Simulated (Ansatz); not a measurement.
A 4-atom cell of BN started from a crystallographic database (r2SCAN geometry), in Ansatz:

```
B N
1.0
     2.54395    0.00000    0.00000
    -1.27197    2.20312    0.00000
     0.00000    0.00000    4.20782
B N
2 2
Cartesian
  1.2720 0.7344 0.0009
  0.0000 1.4687 2.1048
  1.2720 0.7344 1.5771
  0.0000 1.4687 3.6810
```

G0W0@PBE with 88 empty bands, a screening cutoff of 140 eV and a 6×6×4 mesh (PAW, contour deformation) gives 6.675 eV over the mesh points, from a PBE gap of 5.206 eV; it sums over 96 bands with 99 plane waves in the screening and a wave cutoff of 420 eV. G0W0 here is at a finite number of bands, screening cutoff and k mesh, not at the basis limit. The values are computed, spin-unpolarised, and not measurements.

**Question.** Estimate the gap with potentials of the kind norm-conserving.

**Answer.** 6.670 eV (-0.005 eV), from a Kohn-Sham gap of 5.193 eV.

**Question.** Estimate the gap with empty bands 162, screening cutoff 210 eV.

**Answer.** 6.844 eV (+0.169 eV), from a Kohn-Sham gap of 5.206 eV.
